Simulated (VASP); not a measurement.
**Hg: single point with LDA**

Crystal: Hg.

```
Hg
1.0
     4.36520    0.00000    0.00000
     0.00000    4.36520    0.00000
     0.00000    0.00000    4.36520
Hg
3
Direct
  0.00000 0.50000 0.50000
  0.50000 0.00000 0.50000
  0.50000 0.50000 0.00000
```

- Program: VASP 6.6.1
- Task: single point
- Functional: LDA
- Potentials or basis: VASP PAW LDA potentials, release 64 (Hg)
- Cutoff: 520 eV
- k mesh: 5 × 5 × 5
- Occupations: fermi-dirac, width 0.05 eV
- Spin: no spin polarisation
- Dipole correction: no
- Further INCAR settings: ALGO = Normal; EDIFF = 1e-07; NBANDS = 25

- Pressure: -2.4 GPa
- Band gap on the k mesh: none (metal or under the smearing width)

Levels at points of the mesh, in eV from the Fermi level:
| k point | band 16 | band 17 | band 18 | band 19 | band 20 | band 21 |
| --- | --- | --- | --- | --- | --- | --- |
| (0.00, 0.00, 0.00) | -5.65 | 0.74 | 0.74 | 0.74 | 0.99 | 0.99 |

It took 13 s on 1 thread of Intel(R) Xeon(R) Platinum 8488C (Sapphire Rapids), with other jobs on the host, peak memory 0.15 GiB.

Spin-orbit coupling is left out, which matters for the levels of Hg.
